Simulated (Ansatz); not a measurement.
Crystal: Pb.

```
Pb
1.0
     0.00000    2.47502    2.47502
     2.47502    0.00000    2.47502
     2.47502    2.47502    0.00000
Pb
1
Direct
  0.00000 0.00000 0.00000
```

Base run:

```yaml
Program: Ansatz 0.2.0
Functional: PBEsol
Potentials_or_basis: all-electron LAPW, relativistic spinors
Cutoff: 154 eV (chosen from the basis error)
Basis_error_allowed: 0.001 eV/atom
k_mesh: 7 × 7 × 7
Occupations: fermi-dirac, width 0.05 eV
Spin: spin-orbit coupling, no magnetisation
```

Its results: pressure -0.1 GPa.

Task: The run is repeated on the same cell with these changes: functional from PBEsol to LDA. What comes out?

Result: Pressure -1.7 GPa.

LDA binds more tightly than PBEsol, so the same cell stands under less pressure.

Caveats: the k mesh is thin for a metal, which can move the energy by tens of meV per atom.
